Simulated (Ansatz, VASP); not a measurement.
**Au in VASP and in Ansatz**

```xyz
2
Lattice="2.8196 0.0000 0.0000 -1.4098 2.4419 0.0000 0.0000 0.0000 4.7242" Properties=species:S:1:pos:R:3 pbc="T T T"
Au    0.0000    1.6279    3.5432
Au    1.4098    0.8140    1.1811
```

Alike in both runs: functional LDA; k mesh 18 × 18 × 10; occupations fermi-dirac, width 0.15 eV; no spin polarisation.

Ansatz relaxed the structure, and its values are those at the end. VASP's run is a single point on that final structure, the one shown.

```csv
,VASP,Ansatz
version,VASP 6.6.1,Ansatz 0.2.0
potentials or method,"VASP PAW LDA potentials, release 64 (Au)","scalar-relativistic, plane waves, PAW"
plane-wave cutoff (eV),520,420
valence electrons in the cell,22,38
```

|  | VASP | Ansatz | Ansatz less VASP |
| --- | --- | --- | --- |
| gap on the k mesh at the Fermi level (eV) | none | none | - |
| pressure (GPa) | 4.6 | 4.1 | -0.53 |

A gap of «none» marks a metal or a gap that the smearing closes. The two sets of potentials don't hold the same shells in valence.

Spin-orbit coupling is left out, which matters for the levels of Au.
